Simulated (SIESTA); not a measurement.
SIESTA run on ZrO2 (Fm-3m, 3 atoms in the cell): self-consistent single point

Level of theory: GGA PBE, numerical atomic orbitals DZP, PseudoDojo PBE standard norm-conserving potentials (rewritten from UPF to PSML) (SIESTA).

This input was run:

```
# files in the folder: Zr.psml O.psml (PseudoDojo PBE standard)
SystemName  ZrO2
SystemLabel siesta

NumberOfAtoms                3
NumberOfSpecies              2
%block ChemicalSpeciesLabel
  1 40 Zr
  2 8 O
%endblock ChemicalSpeciesLabel
LatticeConstant              1.0 Ang
%block LatticeVectors
     0.000000000    2.557725000    2.557725000
     2.557725000    0.000000000    2.557725000
     2.557725000    2.557725000    0.000000000
%endblock LatticeVectors
AtomicCoordinatesFormat      Bohr
%block AtomicCoordinatesAndAtomicSpecies
     0.000000000    0.000000000    0.000000000  1
     2.416699876    2.416699876    2.416699876  2
     7.250099628    7.250099628    7.250099628  2
%endblock AtomicCoordinatesAndAtomicSpecies

XC.functional                GGA
XC.authors                   PBE
PAO.BasisSize                DZP
PAO.EnergyShift              0.01 Ry
MeshCutoff                   300 Ry
%block kgrid.MonkhorstPack
    4   0   0  0.0
    0   4   0  0.0
    0   0   4  0.0
%endblock kgrid.MonkhorstPack
OccupationFunction           FD
ElectronicTemperature        116.05 K

MaxSCFIterations             150
SCF.Mixer.Method             Broyden
SCF.Mixer.Weight             0.2
SCF.Mixer.History            8
SCF.DM.Tolerance             1.0E-04
Diag.ParallelOverK           true
WriteForces                  true
Charge.Mulliken              end
```

Log, with long lists cut:

```
reinit: Reading from file input.fdf

reinit: System Name: ZrO2
reinit: System Label: siesta

coor:   Atomic-coordinates input format  =     Cartesian coordinates
coor:                                            (in Bohr units)

siesta: Atomic coordinates (Bohr) and species
siesta:      0.00000   0.00000   0.00000  1        1
siesta:      2.41670   2.41670   2.41670  2        2
siesta:      7.25010   7.25010   7.25010  2        3

siesta: System type = bulk

initatomlists: Number of atoms, orbitals, and projectors:      3    45    44

siesta: ******************** Simulation parameters ****************************
redata: Spin configuration                          = none
redata: Time-Reversal Symmetry                      = T
redata: Number of Atomic Species                    =        2
redata: Mesh Cutoff                                 =   300.0000 Ry
redata: Net charge of the system                    =     0.0000 |e|
redata: Min. number of SCF Iter                     =        0
redata: Max. number of SCF Iter                     =      150
redata: SCF convergence failure will abort job
redata: SCF mix quantity                            = Hamiltonian
redata: Mix DM or H after convergence               =   F
redata: Recompute H after scf cycle                 =   F
redata: Mix DM in first SCF step                    =   T
redata: No kicks to SCF
redata: DM Mixing Weight for Kicks                  =     0.5000
redata: Require Harris convergence for SCF          =   F
redata: Harris energy tolerance for SCF             =     0.000100 eV
redata: Require DM convergence for SCF              =   T
redata: DM tolerance for SCF                        =     0.000100
redata: Require EDM convergence for SCF             =   F
redata: EDM tolerance for SCF                       =     0.001000 eV
redata: Require H convergence for SCF               =   T
   [... lines left out ...]
diag: Parallel distribution                         =     1 x     1
diag: Used triangular part                          = Lower
diag: Absolute tolerance                            =  0.100E-15
diag: Orthogonalization factor                      =  0.100E-05
diag: Memory factor                                 =  1.0000

superc: Internal auxiliary supercell:     5 x     5 x     5  =     125
superc: Number of atoms, orbitals, and projectors:    375   5625   5500

                        Single-point calculation

superc: Internal auxiliary supercell:     5 x     5 x     5  =     125
superc: Number of atoms, orbitals, and projectors:    375   5625   5500

outcell: Unit cell vectors (Ang):
        0.000000    2.557725    2.557725
        2.557725    0.000000    2.557725
        2.557725    2.557725    0.000000

outcell: Cell vector modules (Ang)   :    3.617169    3.617169    3.617169
outcell: Cell angles (23,13,12) (deg):     60.0000     60.0000     60.0000
outcell: Cell volume (Ang**3)        :     33.4651
new_DM -- step:     1
Initializing Density Matrix...

Attempting to read DM from file... Failed...
DM filled with atomic data:

InitMesh: MESH = 32 x 32 x 32 = 32768
InitMesh: Mesh cutoff (required, used) =   300.000   324.456 Ry

stepf: Fermi-Dirac step function
        iscf     Eharris(eV)        E_KS(eV)     FreeEng(eV)     dDmax    Ef(eV) dHmax(eV)
   scf:    1    -2264.346746    -2276.178151    -2276.178151  1.760281 -5.971084  8.959515
   scf:    2    -2284.003037    -2280.703681    -2280.703681  0.136095 -4.159421  4.086176
   scf:    3    -2281.914475    -2281.764956    -2281.764956  0.130650 -5.491171  0.737844
   scf:    4    -2281.635769    -2281.746549    -2281.746549  0.038285 -5.597753  0.890158
   scf:    5    -2281.689714    -2281.776114    -2281.776114  0.048792 -6.183118  0.585938
   scf:    6    -2281.810858    -2281.795346    -2281.795346  0.009977 -6.079045  0.328731
   scf:    7    -2281.808558    -2281.803184    -2281.803184  0.008346 -5.997273  0.126964
   scf:    8    -2281.805173    -2281.804483    -2281.804483  0.004132 -5.955709  0.025340
   scf:    9    -2281.804563    -2281.804535    -2281.804535  0.000812 -5.947617  0.005489
   scf:   10    -2281.804538    -2281.804537    -2281.804537  0.000226 -5.945312  0.000228
   scf:   11    -2281.804537    -2281.804537    -2281.804537  0.000008 -5.945412  0.000074
SCF Convergence by DM+H criterion
max |DM_out - DM_in|         :     0.0000079436
max |H_out - H_in|      (eV) :     0.0000741059
SCF cycle converged after 11 iterations

Using DM_out to compute the final energy and forces

siesta: E_KS(eV) =            -2281.8045

siesta: E_KS - E_eggbox =     -2281.8045

siesta: Atomic forces (eV/Ang):
     1   -0.000000   -0.000000   -0.000000
     2    0.000451    0.000451    0.000451
     3   -0.000451   -0.000451   -0.000451
   Tot    0.000000    0.000000    0.000000
   Max    0.000451
   Res    0.000368    sqrt( Sum f_i^2 / 3N )
   Max    0.000451    constrained

Stress tensor Voigt[x,y,z,yz,xz,xy] (kbar):      -17.45      -17.45      -17.45       -0.11       -0.11       -0.11
(Free)E + p*V (eV/cell)    -2281.4400
Target enthalpy (eV/cell)    -2281.8045

siesta: Program's energy decomposition (eV):
siesta: Ebs     =      -511.755837
siesta: Eions   =      3432.798547
siesta: Ena     =       636.757099
siesta: Ekin    =       996.017081
siesta: Enl     =         2.106684
siesta: Eso     =         0.000000
siesta: Edftu   =         0.000000
siesta: DEna    =        16.182785
siesta: DUscf   =         1.650447
siesta: DUext   =         0.000000
siesta: Ex      =      -467.437430
siesta: Ec      =       -34.282656
siesta: Exc     =      -501.720086
siesta: Eharris =     -2281.804537
siesta: Etot    =     -2281.804537
siesta: FreeEng =     -2281.804537

siesta: Stress tensor (static) (eV/Ang**3):
siesta:    -0.010894   -0.000069   -0.000069
siesta:    -0.000069   -0.010894   -0.000069
siesta:    -0.000069   -0.000069   -0.010894

siesta: Cell volume =         33.465055 Ang**3

siesta: Pressure (static):
siesta:                Solid            Molecule  Units
siesta:           0.00011865          0.00011902  Ry/Bohr**3
siesta:           0.01089362          0.01092810  eV/Ang**3
siesta:          17.45350915         17.50874821  kBar

mulliken: Atomic and Orbital Populations:

Species: Zr
Atom  Qatom  Qorb
               4s      5s      5s      4py     4pz     4px     5py     5pz
               5px     4dxy    4dyz    4dz2    4dxz    4dx2-y2 4dxy    4dyz
               4dz2    4dxz    4dx2-y2
   1 10.665   1.954   0.413   0.005   1.964   1.964   1.964   0.225   0.225
              0.225   0.479   0.479   0.138   0.479   0.138  -0.033  -0.033

              0.055  -0.033   0.055

Species: O
Atom  Qatom  Qorb
               2s      2s      2py     2pz     2px     2py     2pz     2px
               3Pdxy   3Pdyz   3Pdz2   3Pdxz   3Pdx2-y2
   2  6.667   1.814  -0.034   1.795   1.795   1.795  -0.178  -0.178  -0.178
              0.007   0.007   0.008   0.007   0.008
   3  6.667   1.814  -0.034   1.795   1.795   1.795  -0.178  -0.178  -0.178
              0.007   0.007   0.008   0.007   0.008

mulliken: Qtot =       24.000

Mulliken Atomic Populations:
Atom #   charge [q] valence [e]  Species
     1     1.334817   10.665183  Zr
     2    -0.667409    6.667409  O
     3    -0.667409    6.667409  O
 Total     0.000000
```

The run converged in 11 iterations.

The starting cell has typed, rounded lattice constants, without a prior relaxation at this level. Its lattice was rescaled by up to half a per cent. Values carry the incompleteness of an atom-centred basis.
